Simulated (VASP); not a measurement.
# AgI (Iodargyrite) (P6_3mc) in VASP: further runs

Aim: see how the results for AgI (Iodargyrite) move with the level of theory and the settings. Levels: PBE, PBEsol. Tasks: equation of state.

Everything below comes from runs of VASP 6.6.1. Logs are shortened: lines on timing, memory, paths and dates and some standing lists are left out, and cuts for length are marked.

### 1 Starting point

Symmetry: P6_3mc, No. 186, hexagonal system. The conventional cell has a = 4.590 Å, b = 4.590 Å, c = 7.520 Å, α = 90.00°, β = 90.00°, γ = 120.00°. I (site symmetry 3m) has 4 Ag at 2.78 to 2.82 Å as nearest neighbours. Around Ag (site symmetry 3m) lie 4 I at 2.78 to 2.82 Å.

### 2 Equation of state, PBE, 32.24 Å³/atom (volume scaled by 0.94)

Input file INCAR:

```
ALGO = Normal
EDIFF = 1E-7
ENCUT = 520
GGA = PE
ISIF = 2
ISMEAR = -1
LASPH = T
LCHARG = F
LREAL = F
LWAVE = F
NBANDS = 26
NELM = 60
PREC = Accurate
SIGMA = 0.05
```

Input file KPOINTS:

```
k-points
0
Gamma
  7 7 4
```

Input file POSCAR:

```
AgI
1.0
    4.4963002390      0.0000000000      0.0000000000
   -2.2481501195      3.8939102300      0.0000000000
    0.0000000000      0.0000000000      7.3664875375
I Ag
2 2
Direct
    0.3333333333      0.6666666667      0.5000000000
    0.6666666667      0.3333333333      0.0000000000
    0.3333333333      0.6666666667      0.1300000000
    0.6666666667      0.3333333333      0.6300000000
```

Potentials or basis: VASP PAW PBE potentials, release 64 (I, Ag).

On the command line:

```console
$ cat potpaw_PBE.64/I/POTCAR potpaw_PBE.64/Ag/POTCAR > POTCAR
$ mpirun -np 1 vasp_std > vasp.out
```

OUTCAR:

```text
EDIFF = 1E-7
   ENCUT = 520
   GGA = PE
   ISIF = 2
   ISMEAR = -1
   LASPH = T
   LREAL = F
   NELM = 60
   PREC = Accurate

 ion  position               nearest neighbor table
   1  0.333  0.667  0.500-   3 2.73   4 2.77   4 2.77   4 2.77
   2  0.667  0.333  0.000-   4 2.73   3 2.77   3 2.77   3 2.77
   3  0.333  0.667  0.130-   1 2.73   2 2.77   2 2.77   2 2.77
   4  0.667  0.333  0.630-   2 2.73   1 2.77   1 2.77   1 2.77

  LATTYP: Found a hexagonal cell.
 ALAT       =     4.4963002390
 C/A-ratio  =     1.6383442266

  Lattice vectors:

 A1 = (   4.4963002390,   0.0000000000,   0.0000000000)
 A2 = (  -2.2481501195,   3.8939102300,   0.0000000000)
 A3 = (   0.0000000000,   0.0000000000,   7.3664875375)

Analysis of symmetry for initial positions (statically):
=====================================================================
 Subroutine PRICEL returns:
 Original cell was already a primitive cell.

 Routine SETGRP: Setting up the symmetry group for a
 hexagonal supercell.

 Subroutine GETGRP returns: Found 12 space group operations
 (whereof  6 operations were pure point group operations)
 out of a pool of 24 trial point group operations.

The static configuration has the point symmetry C_3v.
 The point group associated with its full space group is C_6v.

Analysis of symmetry for dynamics (positions and initial velocities):
=====================================================================
 Subroutine PRICEL returns:
 Original cell was already a primitive cell.

 Routine SETGRP: Setting up the symmetry group for a
 hexagonal supercell.

 Subroutine GETGRP returns: Found 12 space group operations
 (whereof  6 operations were pure point group operations)
 out of a pool of 24 trial point group operations.

The dynamic configuration has the point symmetry C_3v.
 The point group associated with its full space group is C_6v.

 Subroutine INISYM returns: Found 12 space group operations
 (whereof  6 operations are pure point group operations),
 and found     1 'primitive' translations

----------------------------------------------------------------------------------------

                                     Primitive cell

  volume of cell :     128.9739

  direct lattice vectors                    reciprocal lattice vectors
     4.496300239  0.000000000  0.000000000     0.222405077  0.128405631  0.000000000
    -2.248150119  3.893910230  0.000000000     0.000000000  0.256811262  0.000000000
     0.000000000  0.000000000  7.366487538     0.000000000  0.000000000  0.135749907

  length of vectors
     4.496300239  4.496300239  7.366487538     0.256811262  0.256811262  0.135749907

  position of ions in fractional coordinates (direct lattice)
     0.333333333  0.666666667  0.500000000
     0.666666667  0.333333333  0.000000000
     0.333333333  0.666666667  0.130000000
     0.666666667  0.333333333  0.630000000

  ion indices of the primitive-cell ions
   primitive index   ion index
                 1           1
                 2           2
                 3           3
                 4           4

----------------------------------------------------------------------------------------

 KPOINTS: k-points

Automatic generation of k-mesh.
 Grid dimensions read from file:
 generate k-points for:    7    7    4

 Generating k-lattice:

  Cartesian coordinates                     Fractional coordinates (reciprocal lattice)
     0.031772154  0.018343662  0.000000000     0.142857143  0.000000000  0.000000000
     0.000000000  0.036687323  0.000000000     0.000000000  0.142857143  0.000000000
     0.000000000  0.000000000  0.033937477     0.000000000  0.000000000  0.250000000

  Length of vectors
     0.036687323  0.036687323  0.033937477

  Shift w.r.t. Gamma in fractional coordinates (k-lattice)
     0.000000000  0.000000000  0.000000000

 Subroutine IBZKPT returns following result:
 ===========================================

 Found     24 irreducible k-points:

 Following reciprocal coordinates:
            Coordinates               Weight
  0.000000  0.000000  0.000000      1.000000
  0.142857  0.000000  0.000000      6.000000
  0.285714  0.000000  0.000000      6.000000
  0.428571  0.000000  0.000000      6.000000
  0.142857  0.142857  0.000000      6.000000
  0.285714  0.142857  0.000000     12.000000
[... 16 lines left out ...]
  0.428571  0.142857  0.500000      6.000000
  0.285714  0.285714  0.500000      6.000000
   k-points           NKPTS =     24   k-points in BZ     NKDIM =     24   number of bands    NBANDS=     26
   number of dos      NEDOS =    301   number of ions     NIONS =      4
   total plane-waves  NPLWV =  72576
   dimension x,y,z NGX =    36 NGY =   36 NGZ =   56
   dimension x,y,z NGXF=    72 NGYF=   72 NGZF=  112
   ions per type =               2   2
   NGX,Y,Z   is equivalent  to a cutoff of  13.31, 13.31, 12.64 a.u.
   NGXF,Y,Z  is equivalent  to a cutoff of  26.62, 26.62, 25.28 a.u.
 SYSTEM =  unknown system
   PREC   = accura    normal or accurate (medium, high low for compatibility)
   ISTART =      0    job   : 0-new  1-cont  2-samecut
   ICHARG =      2    charge: 1-file 2-atom 10-const
   ISPIN  =      1    spin polarized calculation?
   LNONCOLLINEAR =      F non collinear calculations
   LSORBIT =      F    spin-orbit coupling
   LASPH  =      T    aspherical Exc in radial PAW
   ENCUT  =  520.0 eV  38.22 Ry    6.18 a.u.   8.36  8.36 13.70*2*pi/ulx,y,z
   NELM   =     60;   NELMIN=  2; NELMDL= -5     # of ELM steps
   EDIFF  = 0.1E-06   stopping-criterion for ELM
   LREAL  =      F    real-space projection
   EDIFFG = 0.1E-05   stopping-criterion for IOM
   NSW    =      0    number of steps for IOM
   IBRION =     -1    ionic relax: 0-MD 1-quasi-New 2-CG
   NFREE  =      0    steps in history (QN), initial steepest desc. (CG)
   ISIF   =      2    stress and relaxation
   ISYM   =      2    0-nonsym 1-usesym 2-fastsym
   POTIM  = 0.5000    time-step for ionic-motion
   TEBEG  =    0.0;   TEEND  =   0.0 temperature during run
   PSTRESS=    0.0 pullay stress
   NELECT =      36.0000    total number of electrons
   NUPDOWN=      -1.0000    fix difference up-down
   EMIN   =  10.00;   EMAX   =-10.00  energy-range for DOS
   EFERMI =   0.00;   METHOD = LEGACY
   ISMEAR =    -1;   SIGMA  =   0.05  broadening in eV -4-tet -1-fermi 0-gaus
   EFERMI_NEDOS =   21; number of points for ismear=-14 and -15
   IALGO  =     38    algorithm
   IMIX   =      4    mixing-type and parameters
     AMIX     =   0.40;   BMIX     =  1.00
     AMIX_MAG =   1.60;   BMIX_MAG =  1.00
  volume/ion in A,a.u.               =      32.24       217.59
  Fermi-wavevector in a.u.,A,eV,Ry     =   1.069896  2.021811 15.574297  1.144679
  Thomas-Fermi vector in A             =   2.205590
   LORBIT       =      0    0 simple, 1 ext, 2 COOP (PROOUT), +10 PAW based schemes
   GGA     = PE    functional components
   LHFCALC =     F    Hartree Fock is set to
   AEXX    =    0.0000 exact exchange contribution
   IVDW    =     0    specifies the selected vdW correction
   LEPSILON=     F    determine dielectric tensor
   LRPA    =     F    only Hartree local field effects (RPA)
 non-spin polarized calculation
  energy-cutoff  :      520.00
  volume of cell :      128.97
 maximum number of plane-waves:      3501
 NGX is ok and might be reduce to    36
   NGX = 17   NGY = 17   NGZ = 27

 number of electron      35.9999992 magnetization

 Free energy of the ion-electron system (eV)
  ---------------------------------------------------
  ext. energy  EPLUGINS =         0.00000000
  ---------------------------------------------------
  free energy    TOTEN  =        -9.38289540 eV

  energy without entropy =       -9.38289537  energy(sigma->0) =       -9.38289538

 E-fermi :   4.5436     XC(G=0):  -8.7090

 val. band max:        3.8203512705   @ k =   0.0000   0.0000   0.0000
 cond. band min:       5.2072993784   @ k =   0.0000   0.0000   0.0000
 fundamental gap:      1.3869481079
 Fermi energy:         4.5436447108

 k-point     1 :       0.0000    0.0000    0.0000
  band No.  band energies     occupation
      1      -9.3276      2.00000
      2      -8.9785      2.00000
      3      -0.8027      2.00000
      4      -0.7561      2.00000
      5      -0.7216      2.00000
      6      -0.7216      2.00000
[... 18 lines left out ...]
     25      10.4512      0.00000
     26      11.3512      0.00000

 k-point     2 :       0.1429    0.0000    0.0000
  band No.  band energies     occupation
      1      -9.2728      2.00000
      2      -8.9516      2.00000
      3      -0.7796      2.00000
      4      -0.7636      2.00000
      5      -0.6901      2.00000
      6      -0.6629      2.00000
[... 18 lines left out ...]
     25      10.8791      0.00000
     26      10.9451      0.00000

 k-point     3 :       0.2857    0.0000    0.0000
  band No.  band energies     occupation
      1      -9.1385      2.00000
      2      -8.8968      2.00000
      3      -0.8688      2.00000
      4      -0.7171      2.00000
      5      -0.6261      2.00000
      6      -0.5393      2.00000
[... 18 lines left out ...]
     25      11.2108      0.00000
     26      11.3297      0.00000

 k-point     4 :       0.4286    0.0000    0.0000
  band No.  band energies     occupation
      1      -9.0089      2.00000
      2      -8.8692      2.00000
      3      -0.8850      2.00000
      4      -0.7480      2.00000
      5      -0.5838      2.00000
      6      -0.4522      2.00000
[... 18 lines left out ...]
     25      11.4639      0.00000
     26      12.8573      0.00000

 k-point     5 :       0.1429    0.1429    0.0000
  band No.  band energies     occupation
      1      -9.1779      2.00000
      2      -8.9109      2.00000
      3      -0.8025      2.00000
      4      -0.7138      2.00000
      5      -0.7059      2.00000
      6      -0.5447      2.00000
[... 18 lines left out ...]
     25      11.1666      0.00000
     26      11.3481      0.00000

 k-point     6 :       0.2857    0.1429    0.0000
  band No.  band energies     occupation
      1      -9.0419      2.00000
      2      -8.8722      2.00000
      3      -0.8215      2.00000
      4      -0.6958      2.00000
      5      -0.6291      2.00000
      6      -0.4580      2.00000
[... 427 lines left out ...]
 k-point    21 :       0.1429    0.1429    0.5000
  band No.  band energies     occupation
      1      -9.0459      2.00000
      2      -9.0459      2.00000
      3      -0.9273      2.00000
      4      -0.9273      2.00000
      5      -0.5969      2.00000
      6      -0.5969      2.00000
[... 18 lines left out ...]
     25      10.7703      0.00000
     26      10.7703      0.00000

 k-point    22 :       0.2857    0.1429    0.5000
  band No.  band energies     occupation
      1      -8.9558      2.00000
      2      -8.9558      2.00000
      3      -0.9377      2.00000
      4      -0.9377      2.00000
      5      -0.5312      2.00000
      6      -0.5312      2.00000
[... 18 lines left out ...]
     25      11.0416      0.00000
     26      11.0416      0.00000

 k-point    23 :       0.4286    0.1429    0.5000
  band No.  band energies     occupation
      1      -8.9146      2.00000
      2      -8.9146      2.00000
      3      -0.9364      2.00000
      4      -0.9364      2.00000
      5      -0.4963      2.00000
      6      -0.4963      2.00000
[... 18 lines left out ...]
     25      11.7826      0.00000
     26      11.7826      0.00000

 k-point    24 :       0.2857    0.2857    0.5000
  band No.  band energies     occupation
      1      -8.9048      2.00000
      2      -8.9048      2.00000
      3      -0.8424      2.00000
      4      -0.8424      2.00000
      5      -0.5688      2.00000
      6      -0.5688      2.00000
[... 18 lines left out ...]
     25      11.4240      0.00000
     26      11.4240      0.00000

------------------------ aborting loop because EDIFF is reached ----------------------------------------

  FORCE on cell =-STRESS in cart. coord.  units (eV):
  Direction    XX          YY          ZZ          XY          YZ          ZX
  --------------------------------------------------------------------------------------
  -------------------------------------------------------------------------------------
  Total        3.1984560      3.1984560      3.9559142      0.0000000      0.0000000      0.0000000
  in kB       39.7328084     39.7328084     49.1423305      0.0000000      0.0000000      0.0000000
  external PRESSURE =      42.8693158 kB  Pullay stress =       0.0000000 kB

 VOLUME and BASIS-vectors are now :
 -----------------------------------------------------------------------------
  energy-cutoff  :      520.00
  volume of cell :      128.97
      direct lattice vectors                 reciprocal lattice vectors
     4.496300239  0.000000000  0.000000000     0.222405077  0.128405631  0.000000000
    -2.248150119  3.893910230  0.000000000     0.000000000  0.256811262  0.000000000
     0.000000000  0.000000000  7.366487538     0.000000000  0.000000000  0.135749907

 POSITION                                       TOTAL-FORCE (eV/Angst)
 -----------------------------------------------------------------------------------
     -0.00000      2.59594      3.68324         0.000000      0.000000      0.103893
      2.24815      1.29797      0.00000        -0.000000      0.000000      0.103893
     -0.00000      2.59594      0.95764         0.000000     -0.000000     -0.103893
      2.24815      1.29797      4.64089        -0.000000      0.000000     -0.103893
 -----------------------------------------------------------------------------------
    total drift:                               -0.000000     -0.000000      0.001545

  FREE ENERGIE OF THE ION-ELECTRON SYSTEM (eV)
  ---------------------------------------------------
  free  energy   TOTEN  =        -9.3828953984 eV

  energy  without entropy=       -9.3828953716  energy(sigma->0) =       -9.38289538
```

Run time: 57 s. Hardware: 1 thread of AMD EPYC 9R45 (Zen 5), shared host; peak memory 0.25 GiB.

What came out:

```yaml
Free_energy: -9.3829 eV
Pressure: 4.3 GPa
Largest_force: 0.104 eV/Å
Band_gap_on_the_k_mesh: 1.39 eV, direct
```

Caveat: spin-orbit coupling is left out, which moves the levels of the heavy elements.

### 3 Equation of state, PBE, 32.93 Å³/atom (volume scaled by 0.96)

Input file INCAR:

```
ALGO = Normal
EDIFF = 1E-7
ENCUT = 520
GGA = PE
ISIF = 2
ISMEAR = -1
LASPH = True
LCHARG = False
LREAL = False
LWAVE = False
NBANDS = 26
NELM = 100
PREC = Accurate
SIGMA = 0.05
```

KPOINTS is that of step 2.

Input file POSCAR:

```
AgI
1.0
    4.5279653685      0.0000000000      0.0000000000
   -2.2639826842      3.9213330366      0.0000000000
    0.0000000000      0.0000000000      7.4183659196
I Ag
2 2
Direct
    0.3333333333      0.6666666667      0.5000000000
    0.6666666667      0.3333333333      0.0000000000
    0.3333333333      0.6666666667      0.1300000000
    0.6666666667      0.3333333333      0.6300000000
```

Potentials or basis: VASP PAW PBE potentials, release 64 (I, Ag).

On the command line:

```console
$ cat potpaw_PBE.64/I/POTCAR potpaw_PBE.64/Ag/POTCAR > POTCAR
$ mpirun -np 1 vasp_std > vasp.out
```

Wall time 57 s (1 thread of AMD EPYC 9R45 (Zen 5), shared host); peak memory 0.25 GiB.

Results (log left out):

```yaml
Free_energy: -9.4484 eV
Pressure: 3.3 GPa
Largest_force: 0.095 eV/Å
Band_gap_on_the_k_mesh: 1.38 eV, direct
```

Caveat: spin-orbit coupling is left out, which moves the levels of the heavy elements.

### 4 Equation of state, PBE, 33.62 Å³/atom (volume scaled by 0.98)

Input file INCAR:

```
SYSTEM = AgI
ALGO = Normal
EDIFF = 1E-7
ENCUT = 520
GGA = PE
ISIF = 2
ISMEAR = -1
LASPH = .True.
LCHARG = .False.
LREAL = .False.
LWAVE = .False.
NBANDS = 26
NELM = 100
PREC = Accurate
SIGMA = 0.05
```

Input file KPOINTS:

```
k-points
0
Gamma
  7 7 4
  0 0 0
```

Input file POSCAR:

```
AgI
1.0
    4.5591937027      0.0000000000      0.0000000000
   -2.2795968513      3.9483775673      0.0000000000
    0.0000000000      0.0000000000      7.4695286806
I Ag
2 2
Direct
    0.3333333333      0.6666666667      0.5000000000
    0.6666666667      0.3333333333      0.0000000000
    0.3333333333      0.6666666667      0.1300000000
    0.6666666667      0.3333333333      0.6300000000
```

On the command line:

```console
$ cat potpaw_PBE.64/I/POTCAR potpaw_PBE.64/Ag/POTCAR > POTCAR
$ mpirun -np 1 vasp_std > vasp.out
```

Run time: 57 s. Hardware: 1 thread of AMD EPYC 9R45 (Zen 5), shared host; peak memory 0.25 GiB.

It converged, with:

| Quantity | Value |
| --- | --- |
| Free energy | -9.4987 eV |
| Pressure | 2.5 GPa |
| Largest force | 0.088 eV/Å |
| Band gap on the k mesh | 1.38 eV, direct |

Caveat: spin-orbit coupling is left out, which moves the levels of the heavy elements.

### 5 Equation of state, PBE, 34.99 Å³/atom (volume scaled by 1.02)

Input file INCAR:

```
SYSTEM = AgI
ALGO = Normal
EDIFF = 1E-7
ENCUT = 520
GGA = PE
ISIF = 2
ISMEAR = -1
LASPH = .TRUE.
LCHARG = .FALSE.
LREAL = .FALSE.
LWAVE = .FALSE.
NBANDS = 26
NELM = 80
PREC = Accurate
SIGMA = 0.05
```

Input file KPOINTS:

```
k-points
0
G
  7 7 4
  0 0 0
```

Input file POSCAR:

```
AgI
1.0
    4.6203982369      0.0000000000      0.0000000000
   -2.3101991184      4.0013822488      0.0000000000
    0.0000000000      0.0000000000      7.5698027759
I Ag
2 2
Direct
    0.3333333333      0.6666666667      0.5000000000
    0.6666666667      0.3333333333      0.0000000000
    0.3333333333      0.6666666667      0.1300000000
    0.6666666667      0.3333333333      0.6300000000
```

On the command line:

```console
$ cat potpaw_PBE.64/I/POTCAR potpaw_PBE.64/Ag/POTCAR > POTCAR
$ mpirun -np 1 vasp_std > vasp.out
```

Run time: 53 s. Hardware: 1 thread of AMD EPYC 9R45 (Zen 5), shared host; peak memory 0.25 GiB.

The run converged. Its results:

* Free energy: -9.5602 eV
* Pressure: 1.1 GPa
* Largest force: 0.075 eV/Å
* Band gap on the k mesh: 1.38 eV, direct

Caveat: spin-orbit coupling is left out, which moves the levels of the heavy elements.

### 6 Equation of state, PBE, 35.67 Å³/atom (volume scaled by 1.04)

Input file INCAR:

```
SYSTEM = AgI
PREC = Accurate ; ENCUT = 520
EDIFF = 1E-7 ; ISMEAR = -1
SIGMA = 0.05 ; LREAL = .FALSE.
LASPH = .TRUE. ; NELM = 100
ALGO = Normal ; ISIF = 2
LWAVE = .FALSE. ; LCHARG = .FALSE.
GGA = PE ; NBANDS = 26
```

Input file KPOINTS:

```
regular mesh
0
G
  7 7 4
  0 0 0
```

Input file POSCAR:

```
AgI
1.0
    4.6504016635      0.0000000000      0.0000000000
   -2.3252008318      4.0273659785      0.0000000000
    0.0000000000      0.0000000000      7.6189587167
I Ag
2 2
Direct
    0.3333333333      0.6666666667      0.5000000000
    0.6666666667      0.3333333333      0.0000000000
    0.3333333333      0.6666666667      0.1300000000
    0.6666666667      0.3333333333      0.6300000000
```

Potentials or basis: VASP PAW PBE potentials, release 64 (I, Ag).

On the command line:

```console
$ cat potpaw_PBE.64/I/POTCAR potpaw_PBE.64/Ag/POTCAR > POTCAR
$ mpirun -np 1 vasp_std > vasp.out
```

Wall time 54 s (1 thread of AMD EPYC 9R45 (Zen 5), shared host); peak memory 0.26 GiB.

Results (log left out):

```
Free energy            : -9.5742 eV
Pressure               : 0.5 GPa
Largest force          : 0.069 eV/Å
Band gap on the k mesh : 1.38 eV, direct
```

Caveat: spin-orbit coupling is left out, which moves the levels of the heavy elements.

### 7 Equation of state, PBE, 36.36 Å³/atom (volume scaled by 1.06)

Input file INCAR:

```
ALGO = Normal
EDIFF = 1E-7
ENCUT = 520
GGA = PE
ISIF = 2
ISMEAR = -1
LASPH = T
LCHARG = F
LREAL = F
LWAVE = F
NBANDS = 26
NELM = 80
PREC = Accurate
SIGMA = 0.05
```

Input file KPOINTS:

```
k-points
0
Gamma
  7 7 4
```

Input file POSCAR:

```
AgI
1.0
    4.6800228549      0.0000000000      0.0000000000
   -2.3400114275      4.0530186827      0.0000000000
    0.0000000000      0.0000000000      7.6674884246
I Ag
2 2
Direct
    0.3333333333      0.6666666667      0.5000000000
    0.6666666667      0.3333333333      0.0000000000
    0.3333333333      0.6666666667      0.1300000000
    0.6666666667      0.3333333333      0.6300000000
```

On the command line:

```console
$ cat potpaw_PBE.64/I/POTCAR potpaw_PBE.64/Ag/POTCAR > POTCAR
$ mpirun -np 1 vasp_std > vasp.out
```

Run time: 56 s. Hardware: 1 thread of AMD EPYC 9R45 (Zen 5), shared host; peak memory 0.26 GiB.

It converged, with:

* Free energy: -9.5788 eV
* Pressure: 0.0 GPa
* Largest force: 0.064 eV/Å
* Band gap on the k mesh: 1.38 eV, direct

Caveat: spin-orbit coupling is left out, which moves the levels of the heavy elements.

(Part 1 of 2 ends here.)
